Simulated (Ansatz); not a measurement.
Cs₂SnI₆ built on the vacancy-ordered double perovskite prototype was relaxed with 4 functionals in the PAW code Ansatz, cell and atoms free, the symmetry of the start kept (meshes: PBE 4×4×4, r2SCAN 4×4×4, PBEsol 4×4×4, LDA 4×4×4). Spin-unpolarised throughout.

The r2SCAN result:
Space group Fm-3m (No. 225). a = 11.841 Å, b = 11.841 Å, c = 11.841 Å, α = 90.00°, β = 90.00°, γ = 90.00°
```json
{"atom": "Cs", "site": "8c", "symmetry": "-43m", "x": "0.2500", "y": "0.7500", "z": "0.7500"}
{"atom": "Sn", "site": "4a", "symmetry": "m-3m", "x": "0.0000", "y": "0.0000", "z": "0.0000"}
{"atom": "I", "site": "24e", "symmetry": "4m.m", "x": "0.7564", "y": "0.0000", "z": "0.0000"}
```

Space group Fm-3m (No. 225), cubic; a = 11.841 Å in the conventional setting, 46.11 Å³ an atom. Cs has 12 I at 4.19 Å; Sn has 6 I at 2.88 Å; I has 1 Sn at 2.88 Å and 4 Cs at 4.19 Å.

Question: Order the functionals by the relaxed volume, smallest first.
A. LDA
B. PBE
C. r2SCAN
D. PBEsol

Answer: A (39.93 Å³/atom), D (42.85 Å³/atom), C (46.11 Å³/atom), B (48.51 Å³/atom).

Question: What lattice does PBE give?

Answer: a = 12.042 Å; the volume differs by +5.2 % from r2SCAN's. Cs has 12 I at 4.26 Å; Sn has 6 I at 2.91 Å; I has 1 Sn at 2.91 Å and 4 Cs at 4.26 Å.

Question: What lattice does PBEsol give?

Answer: a = 11.555 Å; the volume differs by -7.1 % from r2SCAN's. Around Cs lie 12 I at 4.09 Å; around Sn lie 6 I at 2.87 Å; around I lie 1 Sn at 2.87 Å and 4 Cs at 4.09 Å.

Question: Held at the r2SCAN cell, what mean stress do LDA and PBE find, and does its sign point to their own minimum?

Answer: Yes. LDA -1.63 GPa, and its relaxed volume is -13.4 % from r2SCAN's; PBE +0.64 GPa, and its relaxed volume is +5.2 % from r2SCAN's. Compression counts positive, so a positive stress asks for a larger cell.

Question: How do the relaxed cells compare with measured ones?

Answer:
Comparison with experiment:
- Lattice constant a, measured 11.6276 Å: PBE 12.042 (+3.6 %), r2SCAN 11.841 (+1.8 %), PBEsol 11.555 (-0.6 %), LDA 11.286 (-2.9 %). Source: 11.6276 ± 0.0009 Å (cubic a; powder XRD; powder; measurement temperature not stated in the table; quoted in “Changes in charge density vs changes in formal oxidation states: The case of Sn halide perovskites and their ordered vacancy analogues”, 2017, arxiv:1705.01565).
The calculated lattice is static; the measured one holds thermal expansion and zero-point motion. Reports marked as nanostructured, strained, doped, implanted or mixed samples, and transport gaps, were set aside.

No spin-orbit coupling is included; it can move band edges with weight on the heavy atoms by tenths of an eV.
